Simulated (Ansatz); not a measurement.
Write the native input for Ansatz 0.2.0 that does the following.

```yaml
Task: band structure
Functional: RPBE
Potentials_or_basis: Ansatz PAW
Cutoff: "420 eV (not typed: the program's choice for these potentials)"
k_mesh: 9 × 9 × 5
Occupations: fermi-dirac, width 0.05 eV
Spin: no spin polarisation
Path: "[[\"G\", \"M\", \"K\", \"G\", \"A\", \"L\", \"H\", \"A\"], [\"L\", \"M\"], [\"K\", \"H\"]]"
Points_for_each_segment_of_the_path: 14
```

TaS2:

```
CELL_PARAMETERS angstrom
3.35000 0.00000 0.00000
-1.67500 2.90119 0.00000
0.00000 0.00000 5.86000
ATOMIC_POSITIONS crystal
Ta 0.00000 0.00000 0.00000
S 0.66667 0.33333 0.75000
S 0.33333 0.66667 0.25000
```

One way to write it, as run:

input.yaml

```yaml
crystal:
  lattice:
    - [3.35, 0.0, 0.0]
    - [-1.675, 2.9011851027, 0.0]
    - [0.0, 0.0, 5.86]
  atoms:
    - { symbol: Ta, position: [0.0, 0.0, 0.0] }
    - { symbol: S, position: [0.6666666667, 0.3333333333, 0.75] }
    - { symbol: S, position: [0.3333333333, 0.6666666667, 0.25] }
hamiltonian:
  xc: rpbe
  pseudopotentials: { kind: paw }
kpoints:
  mp_grid: { grid: [9, 9, 5] }
  band_path:
    path:
      - [[0.0, 0.0, 0.0], [0.5, 0.0, 0.0], [0.3333333333, 0.3333333333, 0.0], [0.0, 0.0, 0.0], [0.0, 0.0, 0.5], [0.5, 0.0, 0.5], [0.3333333333, 0.3333333333, 0.5], [0.0, 0.0, 0.5]]
      - [[0.5, 0.0, 0.5], [0.5, 0.0, 0.0]]
      - [[0.3333333333, 0.3333333333, 0.0], [0.3333333333, 0.3333333333, 0.5]]
    npoints: 14
scf:
  occupations: { method: fermi_dirac, width: 0.05 }
  n_extra_bands: 7
output:
  forces: true
  stress: true
  eigenvalues: true
  fatbands: false
```

Potentials or basis: Ansatz PAW.

Command:

```console
$ ansatz run input.yaml --threads 2 --pin off --max-ram 5632MiB --backend cpu --events-out ev --progress --plain --runs-dir out
```

Results of the run:

* Pressure: 11.9 GPa
* Largest force: 1.318 eV/Å
* Band gap on the k mesh: none (metal or under the smearing width)

Caveat: spin-orbit coupling is left out, which moves the levels of the heavy elements; this functional lacks dispersion, which binds the layers, so the pressure and a relaxed spacing across them are unreliable; the PAW data sets come from PBE, with cores solved anew for the run's functional, which leaves a small shift of forces and pressure; forces of over 1 eV/Å show positions far from the minimum, so gaps and moduli don't describe the material at rest.

Wall time 4.2 s on 2 threads of Intel(R) Xeon(R) Processor @ 2.70GHz (shared host), peak memory 0.38 GiB.
